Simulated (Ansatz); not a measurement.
# What a trial cell of Mn relaxes into

The calculation used DFT PBEsol, scalar-relativistic, plane waves, PAW (Ansatz 0.2.0). Cutoff 420 eV, Γ-centred k mesh, Gaussian smearing, no spin polarisation in the final step.

Mn was placed on the lonsdaleite structure type (P6_3/mmc, No. 194), at a guessed volume.

```xyz
4
Lattice="3.3348 0.0000 0.0000 -1.6674 2.8880 0.0000 0.0000 0.0000 5.5024" Properties=species:S:1:pos:R:3 pbc="T T T"
Mn    0.0000    1.9253    2.4073
Mn    1.6674    0.9627    5.1585
Mn    1.6674    0.9627    3.0951
Mn    0.0000    1.9253    0.3439
```

Cell and atoms relax at zero pressure; the relaxation can't lower the symmetry of the start. After a coarse first stage the cell is made exact in the group found at 0.06 Å.

Energies count from the standard state of Mn at the same level.

Question: Describe the relaxed structure.

Answer: It ends in P6/mmm (No. 191). Conventional cell: a = 3.608 Å, c = 2.363 Å. Around Mn lie 3 Mn at 2.08 Å and 2 Mn at 2.36 Å.

```
Mn
1.0
     3.60763    0.00000    0.00000
    -1.80381    3.12430    0.00000
     0.00000    0.00000    2.36288
Mn
2
Direct
  0.33333 0.66667 0.00000
  0.66667 0.33333 0.00000
```

Question: What are its volume, energy, density and gap?

Answer: The volume per atom is 13.32 Å³. The density is 6.85 g/cm³, the energy over the standard structure is 1.16 eV/atom and the gap on the 18×18×24 mesh is 0 eV (a metal).

The final run used a 18×18×24 mesh on its 2-atom cell and 0.10 eV smearing. The k mesh leaves about 4 meV/atom of noise in metals. A structure relaxed within its symmetry needn't be a true minimum.